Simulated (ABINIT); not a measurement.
# Au (Fm-3m) in ABINIT: settings compared

The runs below take Au through equation of state, with PBEsol, PBE.

Everything below comes from runs of ABINIT 10.8.3 (patched build). Logs are shortened: lines on timing, memory, paths and dates and some standing lists are left out, and cuts for length are marked. The log counts tension as positive stress, the text compression.

**The experiment to reproduce.**

From “Exploring toroidal anvil profiles for larger sample volumes above 4 Mbar”, 2024, pmc:11102561, for a bulk crystal of Au: bulk modulus 167 GPa.

The runs below are set against these values where they give the same quantity.

**1. The structure**

Symmetry: Fm-3m, No. 225, cubic system. The conventional cell has a = 4.070 Å, b = 4.070 Å, c = 4.070 Å, α = 90.00°, β = 90.00°, γ = 90.00°. Around Au (site symmetry m-3m) lie 12 Au at 2.88 Å.

**2. Equation of state, PBEsol**

The input, run.abi:

```
# Datasets: one volume each
ndtset 7
getwfk -1
scalecart1 3*0.9795861087
scalecart2 3*0.9864848297
scalecart3 3*0.9932883884
scalecart4 3*1.0000000000
scalecart5 3*1.0066227096
scalecart6 3*1.0131594038
scalecart7 3*1.0196128224

# Pseudopotentials
pp_dirpath "./"
pseudos "Au.upf"

# Structure
acell 2.8779245994 2.8779245994 2.8779245994 Angstrom
rprim
     0.0000000000     0.7071067812     0.7071067812
     0.7071067812     0.0000000000     0.7071067812
     0.7071067812     0.7071067812     0.0000000000
ntypat 1
znucl 79
natom 1
typat 1
xred
     0.0000000000     0.0000000000     0.0000000000

# Plane-wave basis
ecut 38.0

# k points
kptopt 1
ngkpt 11 11 11
nshiftk 1
shiftk 0.0 0.0 0.0

# Exchange and correlation
ixc -116133

# Bands and occupations
nband 14
occopt 3
tsmear 0.05 eV

# SCF cycle
nstep 100
tolvrs 1.0e-10

# Output
iomode 3
prtwf 1
prtden 0
prteig 0
prtebands 0
enunit 2
```

Potentials or basis: PseudoDojo NC SR PBEsol v0.4.1 standard.

Launch:

```
> abinit run.abi > log 2>&1
```

run.abo:

```text
.Version 10.8.3 of ABINIT
 DATASET    1 : space group Fm -3 m (#225); Bravais cF (face-center cubic)
================================================================================
 Values of the parameters that define the memory need for DATASET  1.
     intxc =       0    ionmov =       0      iscf =       7    lmnmax =       7
     lnmax =       7     mgfft =      30  mpssoang =       4    mqgrid =    3001
     natom =       1  nloc_mem =       1    nspden =       1   nspinor =       1
    nsppol =       1      nsym =      48    n1xccc =    2501    ntypat =       1
    occopt =       3   xclevel =       2
       mpw =        1219          nfft =       27000          nkpt =          56
================================================================================
================================================================================
[... 61 lines left out ...]
 DATASET    7 : space group Fm -3 m (#225); Bravais cF (face-center cubic)
================================================================================
 Values of the parameters that define the memory need for DATASET  7.
     intxc =       0    ionmov =       0      iscf =       7    lmnmax =       7
     lnmax =       7     mgfft =      32  mpssoang =       4    mqgrid =    3001
     natom =       1  nloc_mem =       1    nspden =       1   nspinor =       1
    nsppol =       1      nsym =      48    n1xccc =    2501    ntypat =       1
    occopt =       3   xclevel =       2
       mpw =        1363          nfft =       32768          nkpt =          56
================================================================================
================================================================================

--------------------------------------------------------------------------------
------------- Echo of variables that govern the present computation ------------
--------------------------------------------------------------------------------
 -outvars: echo values of preprocessed input variables --------
            acell      5.4384893039E+00  5.4384893039E+00  5.4384893039E+00 Bohr
              amu      1.96966540E+02
             ecut      3.80000000E+01 Hartree
           enunit           2
           getwfk          -1
                       outvar_i_n : Printing only first  50 k-points.
              ixc     -116133
           jdtset        1    2    3    4    5    6    7
                       outvar_i_n : Printing only first  50 k-points.
         kptrlatt       11    0    0      0   11    0      0    0   11
          kptrlen1     5.86021543E+01
          kptrlen2     5.90148591E+01
          kptrlen3     5.94218710E+01
          kptrlen4     5.98233823E+01
          kptrlen5     6.02195752E+01
          kptrlen6     6.06106224E+01
          kptrlen7     6.09966877E+01
            natom           1
            nband          14
           ndtset           7
            ngfft1         30      30      30
            ngfft2         30      30      30
            ngfft3         30      30      30
            ngfft4         32      32      32
            ngfft5         32      32      32
            ngfft6         32      32      32
            ngfft7         32      32      32
             nkpt          56
            nstep         100
             nsym          48
           ntypat           1
                       prtocc : prtvol=0, do not print more k-points.
           occopt           3
           prtden           0
        prtebands           0
           prteig           0
            rprim1     0.0000000000E+00  6.9267198023E-01  6.9267198023E-01
                       6.9267198023E-01  0.0000000000E+00  6.9267198023E-01
                       6.9267198023E-01  6.9267198023E-01  0.0000000000E+00
            rprim2     0.0000000000E+00  6.9755011263E-01  6.9755011263E-01
                       6.9755011263E-01  0.0000000000E+00  6.9755011263E-01
                       6.9755011263E-01  6.9755011263E-01  0.0000000000E+00
            rprim3     0.0000000000E+00  7.0236095512E-01  7.0236095512E-01
                       7.0236095512E-01  0.0000000000E+00  7.0236095512E-01
                       7.0236095512E-01  7.0236095512E-01  0.0000000000E+00
            rprim4     0.0000000000E+00  7.0710678120E-01  7.0710678120E-01
                       7.0710678120E-01  0.0000000000E+00  7.0710678120E-01
                       7.0710678120E-01  7.0710678120E-01  0.0000000000E+00
            rprim5     0.0000000000E+00  7.1178974407E-01  7.1178974407E-01
                       7.1178974407E-01  0.0000000000E+00  7.1178974407E-01
                       7.1178974407E-01  7.1178974407E-01  0.0000000000E+00
            rprim6     0.0000000000E+00  7.1641188486E-01  7.1641188486E-01
                       7.1641188486E-01  0.0000000000E+00  7.1641188486E-01
                       7.1641188486E-01  7.1641188486E-01  0.0000000000E+00
            rprim7     0.0000000000E+00  7.2097514092E-01  7.2097514092E-01
                       7.2097514092E-01  0.0000000000E+00  7.2097514092E-01
                       7.2097514092E-01  7.2097514092E-01  0.0000000000E+00
          spgroup         225
           tolvrs      1.00000000E-10
           tsmear      1.83746611E-03 Hartree
            typat      1
                       outvars : Printing only first  50 k-points.
            znucl       79.00000

================================================================================

 chkinp: Checking input parameters for consistency, jdtset=   1.

 chkinp: Checking input parameters for consistency, jdtset=   2.

 chkinp: Checking input parameters for consistency, jdtset=   3.

 chkinp: Checking input parameters for consistency, jdtset=   4.
[... 18 lines left out ...]
 Real(R)+Recip(G) space primitive vectors, cartesian coordinates (Bohr,Bohr^-1):
 R(1)=  0.0000000  3.7670892  3.7670892  G(1)= -0.1327285  0.1327285  0.1327285
 R(2)=  3.7670892  0.0000000  3.7670892  G(2)=  0.1327285 -0.1327285  0.1327285
 R(3)=  3.7670892  3.7670892  0.0000000  G(3)=  0.1327285  0.1327285 -0.1327285
 Unit cell volume ucvol=  1.0691723E+02 bohr^3
 Angles (23,13,12)=  6.00000000E+01  6.00000000E+01  6.00000000E+01 degrees

 getcut: wavevector=  0.0000  0.0000  0.0000  ngfft=  30  30  30
         ecut(hartree)=     38.000   => boxcut(ratio)=   2.03154

--- Pseudopotential description ------------------------------------------------
- pspini: atom type   1  psp file is ./Au.upf
12 -116133 3 -1 1340                          pspcod,pspxc,lmax,lloc,mmax
     nproj     2     2     2     1

   6.12166457E+02                                ecore*ucvol(ha*bohr**3)
--------------------------------------------------------------------------------

================================================================================

--- !BeginCycle
iteration_state: {dtset: 1, }
solver: {iscf: 7, nstep: 100, nline: 4, wfoptalg: 0, }
tolerances: {tolvrs: 1.00E-10, }
...

     iter   Etot(hartree)      deltaE(h)  residm     vres2
 ETOT  1  -147.37176574071    -1.474E+02 1.676E-01 6.101E+01
 ETOT  2  -147.40950121503    -3.774E-02 8.942E-03 4.175E+01
 ETOT  3  -147.42081935037    -1.132E-02 3.485E-03 1.248E-02
 ETOT  4  -147.42082405418    -4.704E-06 6.576E-04 1.238E-04
 ETOT  5  -147.42082406488    -1.069E-08 1.424E-04 5.629E-06
 ETOT  6  -147.42082406604    -1.163E-09 8.528E-05 2.862E-09
 ETOT  7  -147.42082406604     8.527E-14 2.229E-05 1.224E-11
[... 970 lines left out ...]
 Cartesian components of stress tensor (hartree/bohr^3)
  sigma(1 1)=  2.65970521E-04  sigma(3 2)=  0.00000000E+00
  sigma(2 2)=  2.65970521E-04  sigma(3 1)=  0.00000000E+00
  sigma(3 3)=  2.65970521E-04  sigma(2 1)=  0.00000000E+00

-Cartesian components of stress tensor (GPa)         [Pressure= -7.8251E+00 GPa]
- sigma(1 1)=  7.82512288E+00  sigma(3 2)=  0.00000000E+00
- sigma(2 2)=  7.82512288E+00  sigma(3 1)=  0.00000000E+00
- sigma(3 3)=  7.82512288E+00  sigma(2 1)=  0.00000000E+00

== END DATASET(S) ==============================================================
================================================================================

 -outvars: echo values of variables after computation  --------
            acell      5.4384893039E+00  5.4384893039E+00  5.4384893039E+00 Bohr
           etotal1    -1.4742082407E+02
           etotal2    -1.4742176475E+02
           etotal3    -1.4742233533E+02
           etotal4    -1.4742258134E+02
           etotal5    -1.4742254296E+02
           etotal6    -1.4742225567E+02
           etotal7    -1.4742175104E+02
            fcart1    -0.0000000000E+00 -0.0000000000E+00 -0.0000000000E+00
            fcart2    -0.0000000000E+00 -0.0000000000E+00 -0.0000000000E+00
            fcart3    -0.0000000000E+00 -0.0000000000E+00 -0.0000000000E+00
            fcart4    -0.0000000000E+00 -0.0000000000E+00 -0.0000000000E+00
            fcart5    -0.0000000000E+00 -0.0000000000E+00 -0.0000000000E+00
            fcart6    -0.0000000000E+00 -0.0000000000E+00 -0.0000000000E+00
            fcart7    -0.0000000000E+00 -0.0000000000E+00 -0.0000000000E+00
            rprim1     0.0000000000E+00  6.9267198023E-01  6.9267198023E-01
                       6.9267198023E-01  0.0000000000E+00  6.9267198023E-01
                       6.9267198023E-01  6.9267198023E-01  0.0000000000E+00
            rprim2     0.0000000000E+00  6.9755011263E-01  6.9755011263E-01
                       6.9755011263E-01  0.0000000000E+00  6.9755011263E-01
                       6.9755011263E-01  6.9755011263E-01  0.0000000000E+00
            rprim3     0.0000000000E+00  7.0236095512E-01  7.0236095512E-01
                       7.0236095512E-01  0.0000000000E+00  7.0236095512E-01
[... 9 lines left out ...]
                       7.1641188486E-01  7.1641188486E-01  0.0000000000E+00
            rprim7     0.0000000000E+00  7.2097514092E-01  7.2097514092E-01
                       7.2097514092E-01  0.0000000000E+00  7.2097514092E-01
                       7.2097514092E-01  7.2097514092E-01  0.0000000000E+00
           strten1    -5.0142908996E-04 -5.0142908996E-04 -5.0142908996E-04
                       0.0000000000E+00  0.0000000000E+00  0.0000000000E+00
           strten2    -3.2794029205E-04 -3.2794029205E-04 -3.2794029205E-04
                       0.0000000000E+00  0.0000000000E+00  0.0000000000E+00
           strten3    -1.7570111724E-04 -1.7570111724E-04 -1.7570111724E-04
                       0.0000000000E+00  0.0000000000E+00  0.0000000000E+00
           strten4    -4.2247237147E-05 -4.2247237147E-05 -4.2247237147E-05
                       0.0000000000E+00  0.0000000000E+00  0.0000000000E+00
           strten5     7.4627091612E-05  7.4627091612E-05  7.4627091612E-05
                       0.0000000000E+00  0.0000000000E+00  0.0000000000E+00
           strten6     1.7680531803E-04  1.7680531803E-04  1.7680531803E-04
                       0.0000000000E+00  0.0000000000E+00  0.0000000000E+00
           strten7     2.6597052078E-04  2.6597052078E-04  2.6597052078E-04
                       0.0000000000E+00  0.0000000000E+00  0.0000000000E+00
 Calculation completed.
```

Run time: 2.5 min. Hardware: 1 thread of Arm Neoverse V1, shared host; peak memory 0.11 GiB.

What came out:

- Equilibrium volume: 16.97 Å³/atom
- Bulk modulus: 176 GPa
- Pressure derivative of the bulk modulus: 5.7

Energy against volume, from the lowest point:
```tsv
volume (Å³/atom)	energy (meV/atom)
15.843	47.82
16.181	22.22
16.518	6.69
16.855	0.00
17.192	1.04
17.529	8.86
17.866	22.59
```

Caveat: pressures at fixed basis lie under the slope of the energies. Spin-orbit coupling is left out, which matters for the levels of Au.

**3. Equation of state, PBE**

The input, run.abi:

```
# Datasets: one volume each
ndtset 7
getwfk -1
scalecart1 3*0.9795861087
scalecart2 3*0.9864848297
scalecart3 3*0.9932883884
scalecart4 3*1.0000000000
scalecart5 3*1.0066227096
scalecart6 3*1.0131594038
scalecart7 3*1.0196128224

# Pseudopotentials
pp_dirpath "./"
pseudos "Au.GGA_PBE-JTH.xml"

# Structure
acell 3*1.0 Angstrom
rprim
     0.0000000000     2.0350000000     2.0350000000
     2.0350000000     0.0000000000     2.0350000000
     2.0350000000     2.0350000000     0.0000000000
ntypat 1
znucl 79
natom 1
typat 1
xred
     0.0000000000     0.0000000000     0.0000000000

# Plane-wave basis
ecut 20.0
pawecutdg 40.0
pawxcdev 0

# k points
kptopt 1
ngkpt 11 11 11
nshiftk 1
shiftk 0.0 0.0 0.0

# Exchange and correlation
ixc 11

# Bands and occupations
nband 10
occopt 3
tsmear 0.05 eV

# SCF cycle
nstep 100
tolvrs 1.0e-9

# Output
iomode 3
prtwf 1
prtden 0
prteig 0
prtebands 0
enunit 1
```

Potentials or basis: JTH PAW PBE v2.0.

Launch:

```
> abinit run.abi > log 2>&1
```

Wall time 79 s (1 thread of Arm Neoverse V1, shared host); peak memory 0.13 GiB.

Results (log left out):

```yaml
Equilibrium_volume: "17.98 Å³/atom (rough: see the caveat)"
Bulk_modulus: 142 GPa (rough)
```

Energy against volume, from the lowest point:
```tsv
volume (Å³/atom)	energy (meV/atom)
15.843	150.38
16.181	101.58
16.518	63.89
16.855	36.00
17.192	16.74
17.529	5.02
17.866	0.00
```

Caveat: pressures at fixed basis lie under the slope of the energies; the minimum lies outside the volumes run.

**4. Comparison with measurements**

Step 2. Measured bulk modulus of Au: 167 GPa (quoted in “Exploring toroidal anvil profiles for larger sample volumes above 4 Mbar”, 2024, pmc:11102561). This calculation gives 176 GPa (+5.6 %). The fit is for a static lattice scaled at fixed shape and fixed fractional positions.
